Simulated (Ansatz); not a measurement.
`FC(F)(F)[SiH3]` + `N=C(N)O` → `N/C(O)=N\[SiH3]` + `FC(F)F`  (ligand exchange at the Si–C bond)

Calculated with Ansatz (gas phase, PBE0-D4/def2-TZVP geometries, no zero-point term in ΔE). CBS: MP2 limit from def2 TZ/QZ plus the TZ coupled-cluster correction, frozen cores. This one scheme is used for every species. DFT in def2-TZVPP. B3LYP here is the variant with VWN-RPA as its local correlation; programs differ in this. Each species was taken in one conformer, which may not be the lowest.

```csv
level,ΔE (kcal/mol),difference from CCSD(T)/CBS
PBE-D4,-21.8,1.8
r2SCAN-D4,-23.6,0.0
PBE0-D4,-23.9,-0.3
B3LYP-D4,-23.8,-0.2
ωB97X-V,-23.0,0.6
ωB97M-V,-23.1,0.5
B2PLYP,-24.3,-0.7
PBE,-21.3,2.3
r2SCAN,-23.4,0.2
PBE0,-23.5,0.1
B3LYP,-23.0,0.6
HF/def2-TZVPP,-27.4,-3.8
MP2/def2-TZVPP,-26.3,-2.7
SCS-MP2/def2-TZVPP,-25.6,-2.0
CCSD/def2-TZVPP,-24.6,-1.0
CCSD(T)/def2-TZVPP,-24.3,-0.7
HF/def2-QZVPP,-27.5,-3.9
MP2/def2-QZVPP,-26.0,-2.4
SCS-MP2/def2-QZVPP,-25.2,-1.6
HF/CBS(def2),-27.5,-3.9
MP2/CBS(def2),-25.6,-2.0
CCSD/CBS(def2),-23.9,-0.3
CCSD(T)/CBS,-23.6,0
```

Largest T1 diagnostic among the species: 0.013.

In def2-TZVPP, CCSD(T) changes the Hartree–Fock value by +3.1 kcal/mol (the triples alone add +0.3 kcal/mol) and MP2 by +1.1 kcal/mol. The D4 term adds −0.8 kcal/mol with B3LYP and −0.5 kcal/mol with PBE0; it sums over pairs of atoms, weighted by their polarisabilities, and B3LYP, whose exchange is more repulsive, gets the larger term.

CCSD(T)/CBS has its own doubt, a few kJ/mol and more with outer-core shells, so smaller differences from it don't rank the levels.
